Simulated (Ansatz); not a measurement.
Zr:

```
Zr
1.0
     3.23200    0.00000    0.00000
    -1.61600    2.79899    0.00000
     0.00000    0.00000    5.14700
Zr
2
Direct
  0.66667 0.33333 0.75000
  0.33333 0.66667 0.25000
```

- Program: Ansatz 0.2.0
- Task: relaxation of cell and atoms
- Functional: RPBE
- Dispersion: D3(BJ)
- Potentials or basis: Ansatz PAW
- Cutoff: 420 eV (not typed: the program's choice for these potentials)
- k mesh: 9 × 9 × 5
- Occupations: fermi-dirac, width 0.05 eV
- Spin: no spin polarisation

At the start: volume 23.28 Å³/atom.

Question: How do energy, volume and symmetry change on relaxing?

Answer: It ends after 6 steps and the volume is 17.42 Å³/atom (-25.2 %); space group P6_3/mmc (No. 194, to 0.05 Å).

Step by step:
```csv
step,energy change (eV),largest force (eV/Å),volume (Å³)
1,0.0000,0.0000,46.56
2,-0.9370,0.0000,40.20
3,-1.2637,0.0000,35.03
4,-1.2674,0.0000,34.86
5,-1.2674,0.0000,34.85
6,-1.2663,0.0000,34.85
```

Final structure:
```cif
data_structure
_symmetry_space_group_name_H-M 'P 1'
_symmetry_Int_Tables_number 1
_cell_length_a 2.8946
_cell_length_b 2.8946
_cell_length_c 4.8028
_cell_angle_alpha 90.000
_cell_angle_beta 90.000
_cell_angle_gamma 120.000
_cell_volume 34.85
loop_
_atom_site_label
_atom_site_type_symbol
_atom_site_fract_x
_atom_site_fract_y
_atom_site_fract_z
_atom_site_occupancy
Zr1 Zr 0.66667 0.33333 0.75000 1
Zr2 Zr 0.33333 0.66667 0.25000 1
```

Caveat: the volume moved by over 15 % at a fixed basis, so the end points are rough; the plane-wave basis is chosen anew once the cell has moved, so the energies of steps on either side of that aren't comparable; the volume moved by -25 % from the deposited cell, more than functionals usually miss; the PAW data sets come from PBE, with cores solved anew for the run's functional, which leaves a small shift of forces and pressure.
